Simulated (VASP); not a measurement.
La2O3, 5 atoms in the cell. Symmetry: P-3m1, No. 164, trigonal system. Conventional cell: a = 3.938 Å, b = 3.938 Å, c = 6.136 Å, α = 90.00°, β = 90.00°, γ = 120.00°. Around La (site symmetry 3m) lie 4 O at 2.37 to 2.46 Å. O (site symmetry 3m) has 4 La at 2.37 to 2.46 Å as nearest neighbours. O (site symmetry -3m) has 6 La at 2.73 Å as nearest neighbours. The cell was built by a generator and needn't be a form met in nature.

```yaml
Program: VASP 6.6.1
Task: optical spectrum
Functional: PBE
Potentials_or_basis: VASP PAW PBE potentials, release 64 (La, O)
Cutoff: 520 eV
k_mesh: 8 × 8 × 5
Occupations: gaussian, width 0.05 eV
Spin: no spin polarisation
Further_INCAR_settings: ALGO = Fast; EDIFF = 1e-07; NBANDS = 68
```

Potentials or basis: VASP PAW PBE potentials, release 64 (La, O).

Command:

```bash
$ cat potpaw_PBE.64/La/POTCAR potpaw_PBE.64/O/POTCAR > POTCAR
$ mpirun -np 1 vasp_std > vasp.out
```

Hardware: 1 thread of Intel(R) Xeon(R) 6975P-C (Granite Rapids), with other jobs on the host.

Question: Estimate the wall time of this run.

Answer: Wall time 3.9 min on 1 thread of Intel(R) Xeon(R) 6975P-C (Granite Rapids), with other jobs on the host, peak memory 0.47 GiB. Counts: scf iterations 20, k points 40.
